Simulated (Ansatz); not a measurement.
## Pressure coefficients of BAs

```cif
data_structure
_symmetry_space_group_name_H-M 'F-43m'
_symmetry_Int_Tables_number 216
_cell_length_a 4.7770
_cell_length_b 4.7770
_cell_length_c 4.7770
_cell_angle_alpha 90.000
_cell_angle_beta 90.000
_cell_angle_gamma 90.000
_cell_volume 109.01
loop_
_atom_site_label
_atom_site_type_symbol
_atom_site_symmetry_multiplicity
_atom_site_Wyckoff_symbol
_atom_site_fract_x
_atom_site_fract_y
_atom_site_fract_z
_atom_site_occupancy
B1 B 4 a 0.00000 0.00000 0.00000 1
As1 As 4 c 0.25000 0.25000 0.25000 1
```

The runs use the primitive cell with vectors (0.000, 2.389, 2.389), (2.389, 0.000, 2.389), (2.389, 2.389, 0.000) Å, to which the k mesh refers.

The cell comes from COD entry 9008833, which wasn't checked; take it as a given geometry.

Theory: DFT, LDA, all-electron LAPW, scalar-relativistic (Ansatz 0.2.0).

Numerical set-up: a Γ-centred 15×15×15 k mesh, Fermi–Dirac smearing of 0.03 eV, basis error target 0.25 meV/atom, no spin polarisation.

The cell is scaled evenly with fractional coordinates held. Semilocal gaps are too small, but their slopes carry over better.

```
V/V(cell)  P (GPa)  gap on the k mesh (eV)
   0.9400     5.29                   1.076
   0.9600     1.89                   1.095
   0.9800    -1.17                   1.114
   0.9900    -2.58                   1.123
   1.0000    -3.92                   1.131
   1.0100    -5.20                   1.140
   1.0200    -6.41                   1.148
   1.0400    -8.64                   1.164
```

(1) From the rows at 0.9900 and 1.0100, what is the bulk modulus at the cell's volume?

(2) What are the gap's volume deformation potential and pressure coefficient?

(3) Predict the row at V/V(cell) = 1.0600. How far is a linear estimate of P off?

Results:

(1) B = −ΔP/Δln V = −[(-5.20) − (-2.58)]/0.02000 = 131.0 GPa.

(2) dEg/dln V = (1.140 − 1.123)/0.02000 = 0.85 eV, and dEg/dP = −(dEg/dln V)/B = -6.5 meV/GPa: pressure narrows the gap.

(3) P = -10.65 GPa, gap 1.180 eV. The linear estimate P(cell) − B ln(V/V(cell)) = -11.55 GPa misses by 0.90 GPa, since the modulus falls on expansion.
